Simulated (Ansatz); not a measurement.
**Energy ranking of Si₄W structures**

Level of theory: DFT PBE, scalar-relativistic, plane waves, PAW (Ansatz 0.2.0). All cells share a 420 eV cutoff and Γ-centred k meshes spaced at most about 0.3 Å⁻¹ (about 0.25 or finer for metals, 2π included). No spin polarisation.

The zero of energy is the elements' standard structures at the same level; no fitted shifts are applied.

All energies are static (0 K, no zero-point motion). Only the structures computed here compete, so a lower one can exist. These runs have no spin–orbit coupling, which can matter for W.

Invented guesses were relaxed alike, and ends that match in structure were merged. ΔE counts from the first row. Coordination counts Si atoms around W (those within 1.25 times the shortest such distance or 1.15 times the sum of covalent radii, 1.27 where that leaves under three; a plus sign parts nearer from farther groups). The ends were matched against large subsets of the Crystallography Open Database and the Materials Project, so a missing match doesn't prove that a structure is unreported.

```tsv
#	reached from	type and space group	atoms	Å³/atom	coordination	ΔE (meV/atom)	gap on mesh (eV)	in databases
1	a cell proposed by chemical analogy	Ccce (No. 68)	10	14.9	W 8+4	0	0.00	no match
2	a cell proposed by chemical analogy	I4/mmm (No. 139)	5	14.1	W 10	96	0.00	no match
3	OsO4 type (C2), changed on relaxing	I-42m (No. 121)	5	16.3	W 8	148	0.00	no match
4	FeB4 type (Pnnm), changed on relaxing	Immm (No. 71)	5	16.7	W 4+8	159	0.00	no match
5	random cell	Im-3m (No. 229)	5	17.9	W 8	332	0.00	no match
```

The lowest: Space group Ccce (No. 68), orthorhombic, a = 6.304 Å, b = 7.566 Å, c = 6.238 Å. Around Si lie 2 Si at 2.36–2.42 Å, 2 Si at 2.57–2.62 Å, 2 W at 2.58–2.66 Å, 2 Si at 2.80–2.83 Å and 1 W at 3.06 Å; W has 8 Si at 2.58–2.66 Å and 4 Si at 3.06 Å. Its energy over the elements is +0.07 eV/atom. A positive value: parting into the elements would lower its energy. An observed structure of this formula, if there is one, may be missing.

```cif
data_structure
_symmetry_space_group_name_H-M 'Ccce:1'
_symmetry_Int_Tables_number 68
_cell_length_a 6.3044
_cell_length_b 7.5662
_cell_length_c 6.2378
_cell_angle_alpha 90.000
_cell_angle_beta 90.000
_cell_angle_gamma 90.000
_cell_volume 297.54
loop_
_atom_site_label
_atom_site_type_symbol
_atom_site_symmetry_multiplicity
_atom_site_Wyckoff_symbol
_atom_site_fract_x
_atom_site_fract_y
_atom_site_fract_z
_atom_site_occupancy
Si1 Si 16 i 0.63260 0.12866 0.14056 1
W1 W 4 a 0.00000 0.00000 0.00000 1
```

The second: Space group I4/mmm (No. 139), tetragonal, a = 3.329 Å, c = 12.706 Å. Around Si on its first site lie 5 Si at 2.43–2.56 Å, 1 W at 2.68 Å and 4 Si at 2.75 Å; around Si on its second site lie 2 Si at 2.43–2.49 Å, 4 W at 2.66 Å and 4 Si at 2.75 Å; W is surrounded by 10 Si at 2.66–2.68 Å and 4 W at 3.33 Å. Counting Si atoms around W, the first has W 8+4 and the second has W 10. The first holds Si–Si nets (shortest 2.36 Å); the second holds Si–Si bonds in all directions (shortest 2.43 Å). Cells relaxed within their symmetry can be saddle points. Some types were kept out of the candidates beforehand, so the set may lack a known form.
